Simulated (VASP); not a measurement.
TePb (strained rocksalt), PBE single-point calculation: Ansatz's output and VASP's

```cif
data_structure
_symmetry_space_group_name_H-M 'P 1'
_symmetry_Int_Tables_number 1
_cell_length_a 4.6622
_cell_length_b 4.6622
_cell_length_c 4.7138
_cell_angle_alpha 59.633
_cell_angle_beta 59.633
_cell_angle_gamma 60.734
_cell_volume 72.43
loop_
_atom_site_label
_atom_site_type_symbol
_atom_site_fract_x
_atom_site_fract_y
_atom_site_fract_z
_atom_site_occupancy
Pb1 Pb 0.00000 0.00000 0.00000 1
Te1 Te 0.50000 0.50000 0.50000 1
```

Ansatz printed

```
SCF 1 converged in 6 iterations: F = -18887.175334 eV  dr2 = 2.37e-8
  greatest PAW one-centre occupation: 0.998 electrons in one spin orbital (limit 2), on the Te atom at site 1 (counted from 0), in its partial waves of l = 2
NSCF: frozen V_eff on 7 k-points
SCF converged after 6 iterations
Free energy (F): -18887.175334 eV
Harris-Foulkes:  -18887.175334 eV  (|F-HF|=1.84e-8)
Internal energy: -18887.175334 eV  (E = F + TS)
E sigma→0 (E₀):  -18887.175334 eV
Fermi energy:    8.037884 eV
--- Per-component energies (eV) ---
  E_band       = -342.857712
  E_kinetic    = 466.511564
  E_local      = -2492.355286  (includes V_loc(G=0)·N_el)
  E_nonlocal   = 39.705299
  E_hartree    = 1295.659850
  E_xc         = -344.712294
  E_vxc        = -235.943261  (∫ρ·V_xc dr)
  E_paw        = -15066.381108  (= ΣΔE_a)
  E_vpaw       = -712.086066  (= ΣTr[D̂ρ^β])
  E_aug_tail   = -0.000162  (compensation charges beyond the density's cutoff)
  E_ewald      = -2785.603196
  E_smearing   = -0.000000  (= −TS)
  E_closure    = -0.000000  (closes the sum)
  Σ components = -18887.175334   (vs F -18887.175334, Δ=0.00e0)
--- Forces (eV/Å), atoms counted from 1 ---
  atom   1  Pb    -0.00000000     0.00000000     0.00000000
  atom   2  Te     0.00000000    -0.00000000    -0.00000000
  max |Σ_I F_I| component: 1.42e-29 eV/Å
--- Stress (GPa, compression-positive) ---
       -1.427018       0.000000       0.000000
        0.000000      -1.427018       0.000000
        0.000000       0.000000       0.641645
  P = ⅓ Tr σ = -0.7375 GPa (-7.375 kbar)
--- Band table (eV; the first three rows and the last of 59) ---
  k-point 0: bands = ["-28.2975", "-28.2951", "-28.2927", "-28.2927", "-28.2916", "-9.0295", "-9.0255", "-9.0199", "-9.0183", "-9.0183", "-3.8535", "1.8477", "6.3754", "6.5890", "6.5890", "11.4398", "11.4398", "11.9216", "13.5392"]
  k-point 1: bands = ["-28.2975", "-28.2951", "-28.2927", "-28.2927", "-28.2915", "-9.0306", "-9.0249", "-9.0212", "-9.0173", "-9.0167", "-3.7330", "1.5038", "6.4690", "6.6144", "6.7185", "10.7858", "10.9314", "11.3042", "13.4287"]
  k-point 2: bands = ["-28.2975", "-28.2951", "-28.2926", "-28.2926", "-28.2915", "-9.0338", "-9.0272", "-9.0215", "-9.0140", "-9.0122", "-3.3889", "0.6975", "6.6365", "6.6979", "7.0454", "9.7171", "10.0283", "10.2800", "13.7022"]
  k-point 58: bands = ["-28.2977", "-28.2948", "-28.2921", "-28.2921", "-28.2917", "-9.0650", "-9.0330", "-9.0205", "-8.9983", "-8.9983", "-2.3292", "0.3345", "3.6141", "5.1718", "5.1718", "11.1602", "12.7641", "12.7641", "14.1205"]
```

The two codes use different PAW datasets and cutoffs. VASP's cell holds 20 valence electrons and Ansatz's 30. Ansatz's stress includes a Pulay correction; VASP's doesn't.

Question: What does VASP give for the same cell and level of theory?

Answer: gap between bands v and c 0.85 eV; least direct gap 0.85 eV; pressure -0.8 GPa.

From OUTCAR

```
k-points           NKPTS =     59   k-points in BZ     NKDIM =     59   number of bands    NBANDS=     17

   NELECT =      20.0000    total number of electrons

   dimension x,y,z NGX =    36 NGY =   36 NGZ =   36
   dimension x,y,z NGXF=    72 NGYF=   72 NGZF=   72

  energy-cutoff  :      520.00
  volume of cell :       72.43
      direct lattice vectors                 reciprocal lattice vectors
     0.000000000  3.333193586  3.259742447    -0.150006289  0.150006289  0.153386351
     3.333193586  0.000000000  3.259742447     0.150006289 -0.150006289  0.153386351
     3.333193586  3.333193586  0.000000000     0.150006289  0.150006289 -0.153386351

 k-points in reciprocal lattice and weights: KPOINTS created by Atomic Simulation Env
   0.00000000  0.00000000  0.00000000       0.002
   0.12500000  0.00000000  0.00000000       0.016
   0.25000000  0.00000000  0.00000000       0.016
   0.37500000  0.00000000  0.00000000       0.016
   0.50000000  0.00000000  0.00000000       0.008
   0.12500000  0.12500000  0.00000000       0.004
   0.25000000  0.12500000  0.00000000       0.016
   0.37500000  0.12500000  0.00000000       0.016
   ...

 E-fermi :   5.1759

 k-point     1 :       0.0000    0.0000    0.0000
  band No.  band energies     occupation
      1     -11.8907      2.00000
      2     -11.8862      2.00000
      3     -11.8800      2.00000
      4     -11.8781      2.00000
      5     -11.8781      2.00000
      6      -6.7187      2.00000
      7      -1.0268      2.00000
      8       3.5114      2.00000
      9       3.7246      2.00000
     10       3.7246      2.00000
     11       8.5723      0.00000
     12       8.5723      0.00000
     13       9.0548      0.00000
     14      10.6523      0.00000
     15      10.6523      0.00000
     16      10.7813      0.00000
     17      11.9695      0.00000

 k-point     2 :       0.1250    0.0000    0.0000
  band No.  band energies     occupation
      1     -11.8916      2.00000
      2     -11.8856      2.00000
      3     -11.8812      2.00000
      4     -11.8771      2.00000
      5     -11.8765      2.00000
      6      -6.5981      2.00000
      7      -1.3704      2.00000
      8       3.6049      2.00000
      9       3.7501      2.00000
     10       3.8534      2.00000
     11       7.9176      0.00000
     12       8.0630      0.00000
     13       8.4360      0.00000
     14      10.5491      0.00000
     15      10.9385      0.00000
     16      11.0049      0.00000
     17      12.8702      0.00000

 k-point     3 :       0.2500    0.0000    0.0000
  band No.  band energies     occupation
      1     -11.8945      2.00000
      2     -11.8872      2.00000
      3     -11.8817      2.00000
      4     -11.8738      2.00000
      5     -11.8720      2.00000
      6      -6.2533      2.00000
      7      -2.1766      2.00000
      8       3.7725      2.00000
      9       3.8336      2.00000
     10       4.1784      2.00000
     11       6.8489      0.00000
     12       7.1600      0.00000
     13       7.4118      0.00000
     14      10.8264      0.00000
     15      11.7228      0.00000
     16      11.7384      0.00000
     17      14.5856      0.00000

 k-point     4 :       0.3750    0.0000    0.0000
  band No.  band energies     occupation
      1     -11.8979      2.00000
      2     -11.8911      2.00000
      3     -11.8807      2.00000
      4     -11.8700      2.00000
      5     -11.8670      2.00000
      6      -5.7667      2.00000
      7      -3.0535      2.00000
      8       3.9639      2.00000
      9       3.9740      2.00000
     10       4.5258      2.00000
     11       5.9907      0.00000
     12       6.4249      0.00000
     13       6.5725      0.00000
     14      11.8148      0.00000
     15      12.8764      0.00000
     16      12.9217      0.00000
     17      15.1241      0.00000

 k-point     5 :       0.5000    0.0000    0.0000
  band No.  band energies     occupation
      1     -11.8993      2.00000
      2     -11.8927      2.00000
      3     -11.8803      2.00000
      4     -11.8683      2.00000
      5     -11.8649      2.00000
      6      -5.4626      2.00000
      7      -3.5048      2.00000
      8       4.0410      2.00000
      9       4.0859      2.00000
     10       4.7453      2.00000
     11       5.5932      0.00000
     12       6.1322      0.00000
     13       6.2259      0.00000
     14      13.0452      0.00000
     15      13.7852      0.00000
     16      13.9846      0.00000
     17      14.0601      0.00000

 ...

  Total       -0.6618125     -0.6618125      0.2743627      0.0000000      0.0000000      0.0000000
  in kB      -14.6389936    -14.6389936      6.0687786      0.0000000      0.0000000      0.0000000
  external PRESSURE =      -7.7364028 kB  Pullay stress =       0.0000000 kB

 POSITION                                       TOTAL-FORCE (eV/Angst)
 -----------------------------------------------------------------------------------
      0.00000      0.00000      0.00000         0.000000     -0.000000     -0.000000
      3.33319      3.33319      3.25974        -0.000000      0.000000      0.000000
 -----------------------------------------------------------------------------------
    total drift:                               -0.000000      0.000000      0.000000

  FREE ENERGIE OF THE ION-ELECTRON SYSTEM (eV)
  ---------------------------------------------------
  free  energy   TOTEN  =        -7.5121996202 eV

  energy  without entropy=       -7.5121996202  energy(sigma->0) =       -7.51219962
```
